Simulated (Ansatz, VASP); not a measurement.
One calculation of C, two programs

File INCAR:

```
PREC     = Accurate       # precision mode
ENCUT    = 520            # plane-wave cutoff, eV
EDIFF    = 1E-6           # SCF threshold, eV
ISMEAR   = 0              # smearing method
SIGMA    = 0.05           # smearing width, eV
LREAL    = False          # projectors in reciprocal space
LASPH    = True           # aspherical terms in the spheres
NELM     = 60             # most SCF steps
ALGO     = Normal         # electronic algorithm
ISIF     = 2              # what is computed and relaxed
LWAVE    = False          # write WAVECAR
LCHARG   = False          # write CHGCAR
GGA      = CA             # functional
NBANDS   = 11             # bands
```

The input KPOINTS:

```
Automatic mesh
0
Gamma
  12 12 12
```

The input POSCAR:

```
C
1.0
    0.0000000000      1.6785775248      1.7195348164
    1.6785775248      0.0000000000      1.7195348164
    1.6785775248      1.6785775248      0.0000000000
C
2
Direct
    0.5000000000      0.5000000000      0.5000000000
    0.7500000000      0.7500000000      0.7500000000
```

Input for Ansatz:

```yaml
crystal:
  lattice:
    - [0.0, 1.6785775248, 1.7195348164]
    - [1.6785775248, 0.0, 1.7195348164]
    - [1.6785775248, 1.6785775248, 0.0]
  atoms:
    - { symbol: C, position: [0.5, 0.5, 0.5] }
    - { symbol: C, position: [0.75, 0.75, 0.75] }
basis:
  ecutwfc: 520.0
kpoints:
  mp_grid: { grid: [12, 12, 12] }
hamiltonian:
  xc: lda
  pseudopotentials: { kind: paw, azcp: { folder: soft_1 } }
scf:
  occupations: { method: gaussian, width: 0.05 }
output:
  forces: true
  stress: true
  eigenvalues: true
```

Alike in both runs: task single point; functional LDA; k mesh 12 × 12 × 12; occupations gaussian, width 0.05 eV; no spin polarisation.

```csv
,VASP,Ansatz
version,VASP 6.6.1,Ansatz 0.2.0
potentials or method,"VASP PAW LDA potentials, release 64 (C)","scalar-relativistic, plane waves, PAW"
plane-wave cutoff (eV),520,520
valence electrons in the cell,8,8
```

VASP gave:

- gap on the k mesh at the Fermi level (eV): 4.20
- least direct gap on the mesh (eV): 5.75

**Question.** Estimate Ansatz's values.

**Answer.** gap on the k mesh at the Fermi level (eV): 4.21; least direct gap on the mesh (eV): 5.75.

Ansatz warned: «pseudo_functional_mismatch».
